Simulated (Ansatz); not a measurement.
# ScAl: convergence and cost

Aim, for ScAl: see how the plane-wave cutoff moves the results.

Method: DFT PBEsol, scalar-relativistic, plane waves, PAW, in Ansatz 0.2.0.

2 further runs of the same task are left out: 1 for a known fault of the program, 1 set aside as unsound or not needed.

### Step 1. The starting structure

It takes space group Pm-3m (No. 221, cubic). Conventional cell: a = 3.370 Å, b = 3.370 Å, c = 3.370 Å, α = 90.00°, β = 90.00°, γ = 90.00°. Around Sc (site symmetry m-3m) lie 8 Al at 2.92 Å. Around Al (site symmetry m-3m) lie 8 Sc at 2.92 Å.

Coordinates:

```
Sc Al
1.0
     3.37035    0.00000    0.00000
     0.00000    3.37035    0.00000
     0.00000    0.00000    3.37035
Sc Al
1 1
Direct
  0.50000 0.50000 0.50000
  0.00000 0.00000 0.00000
```

The structure comes from the Materials Project (structure only); it is used as listed.

### Step 2. The base run, which the others are set against

input.yaml reads:

```yaml
crystal:
  lattice:
    - [3.37034897, 0.0, 0.0]
    - [0.0, 3.37034897, 0.0]
    - [0.0, 0.0, 3.37034897]
  atoms:
    - { symbol: Sc, position: [0.5, 0.5, 0.5] }
    - { symbol: Al, position: [0.0, 0.0, 0.0] }
basis:
  ecutwfc: 420
kpoints:
  mp_grid: { grid: [12, 12, 12] }
hamiltonian:
  xc: pbesol
scf:
  occupations: { method: gaussian, width: 0.1 }
output:
  forces: true
  stress: true
  eigenvalues: true
  populations: true
  write_density: true
  write_potential: true
  elf: true
  volumetric_format: npy
```

Its results, from an earlier run: -1318.4227 eV/atom at zero smearing, pressure -1.80 GPa, largest force 0.000 eV/Å, no gap on the mesh, in 7 SCF cycles and 3.8 s.

### Step 3. Plane-wave cutoff set to 150 eV

input.yaml reads:

```yaml
crystal:
  lattice:
    - [3.37034897, 0.0, 0.0]
    - [0.0, 3.37034897, 0.0]
    - [0.0, 0.0, 3.37034897]
  atoms:
    - { symbol: Sc, position: [0.5, 0.5, 0.5] }
    - { symbol: Al, position: [0.0, 0.0, 0.0] }
basis:
  ecutwfc: 150
kpoints:
  mp_grid: { grid: [12, 12, 12] }
hamiltonian:
  xc: pbesol
scf:
  occupations: { method: gaussian, width: 0.1 }
output:
  forces: true
  stress: true
  eigenvalues: true
```

On the command line:

```
$ ansatz run input.yaml --threads 1 --pin off --max-ram 2560MiB --backend cpu --events-out ev --progress --plain --runs-dir out
```

### Step 4. Plane-wave cutoff set to 200 eV

input.yaml: that of step 3 with these lines changed.

```diff
@@ -9,3 +9,3 @@
 basis:
-  ecutwfc: 150
+  ecutwfc: 200
 kpoints:
```

### Step 5. Plane-wave cutoff set to 250 eV

input.yaml: that of step 4 with these lines changed.

```diff
@@ -9,3 +9,3 @@
 basis:
-  ecutwfc: 200
+  ecutwfc: 250
 kpoints:
```

### Step 6. Plane-wave cutoff set to 300 eV

input.yaml: that of step 5 with these lines changed.

```diff
@@ -9,3 +9,3 @@
 basis:
-  ecutwfc: 250
+  ecutwfc: 300
 kpoints:
```

### Step 7. Plane-wave cutoff: 350 eV

input.yaml: that of step 6 with these lines changed.

```diff
@@ -9,3 +9,3 @@
 basis:
-  ecutwfc: 300
+  ecutwfc: 350
 kpoints:
```

### Step 8. Plane-wave cutoff: 380 eV

input.yaml: that of step 7 with these lines changed.

```diff
@@ -9,3 +9,3 @@
 basis:
-  ecutwfc: 350
+  ecutwfc: 380
 kpoints:
```

### Step 9. Plane-wave cutoff: 460 eV

input.yaml: that of step 8 with these lines changed.

```diff
@@ -9,3 +9,3 @@
 basis:
-  ecutwfc: 380
+  ecutwfc: 460
 kpoints:
```

### Step 10. Plane-wave cutoff: 520 eV

input.yaml: that of step 9 with these lines changed.

```diff
@@ -9,3 +9,3 @@
 basis:
-  ecutwfc: 460
+  ecutwfc: 520
 kpoints:
```

### Step 11. Plane-wave cutoff: 600 eV

input.yaml: that of step 10 with these lines changed.

```diff
@@ -9,3 +9,3 @@
 basis:
-  ecutwfc: 520
+  ecutwfc: 600
 kpoints:
```

### Step 12. Plane-wave cutoff set to 700 eV

input.yaml: that of step 11 with these lines changed.

```diff
@@ -9,3 +9,3 @@
 basis:
-  ecutwfc: 600
+  ecutwfc: 700
 kpoints:
```

### Step 13. Plane-wave cutoff set to 850 eV

input.yaml: that of step 12 with these lines changed.

```diff
@@ -9,3 +9,3 @@
 basis:
-  ecutwfc: 700
+  ecutwfc: 850
 kpoints:
@@ -20 +20,5 @@
   eigenvalues: true
+  write_density: true
+  write_potential: true
+  elf: true
+  volumetric_format: npy
```

(Steps that only read results are left out.)

Q: Predict the outcome of the series: the values and the trend.

**Answer**, as computed:

| quantity | value |
| --- | --- |
| plane-wave cutoff: within 10 and 1 meV/atom of 850 eV from | 350 eV for 10; 420 eV for 1 |

**Reading.** In the sweep of the plane-wave cutoff, 420 eV already comes within 1 meV/atom of the reference, and so do all later runs, at about 0.34 of the reference's time. That is measured against the best run here, which may itself be short of the limit. Much of this error cancels in differences between similar cells. The pressure is off by up to 1.4 GPa. The settings are coarse, so take the values as rough.
